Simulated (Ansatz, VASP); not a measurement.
One calculation of LiH2, two programs

```
CELL_PARAMETERS angstrom
0.00000 2.85910 2.85910
2.85910 0.00000 2.85910
2.85910 2.85910 0.00000
ATOMIC_POSITIONS crystal
Li 0.50000 0.50000 0.50000
Li 0.75000 0.75000 0.75000
H 0.12500 0.12500 0.12500
H 0.62500 0.12500 0.12500
H 0.12500 0.12500 0.62500
H 0.12500 0.62500 0.12500
```

Change from the starting cell: species swapped into the PbAu2 type (Fd-3m, No. 227).

Alike in both runs: task relaxation of cell and atoms; functional PBE; k mesh 6 × 6 × 6; occupations gaussian, width 0.1 eV; no spin polarisation.

|  | VASP | Ansatz |
| --- | --- | --- |
| version | VASP 6.6.1 | Ansatz 0.2.0 |
| potentials or method | VASP PAW PBE potentials, release 64 (Li_sv, H) | scalar-relativistic, plane waves, PAW |
| plane-wave cutoff (eV) | 600 | 420 |
| valence electrons in the cell | 10 | 10 |

|  | VASP | Ansatz | Ansatz less VASP |
| --- | --- | --- | --- |
| gap on the k mesh at the Fermi level, each at its own relaxed structure (eV) | none | none | - |
| relaxed volume (Å³/atom) | 6.43 | 6.43 | 0.000 |
| relaxed cell length with the largest relative difference (Å) | 3.792 | 3.792 | 0.0000 |
| energy change over the relaxation (meV/atom) | -31 | -29 | +1.5 |

A gap of «none» marks a metal or a gap that the smearing closes.

Caveats: the cutoff is under 1.25 times the usual one of these potentials, so pressure, stress and relaxed cells hold a basis-set (Pulay) error (VASP); the volume moved by over 15 % at a fixed basis, so the end points are rough.
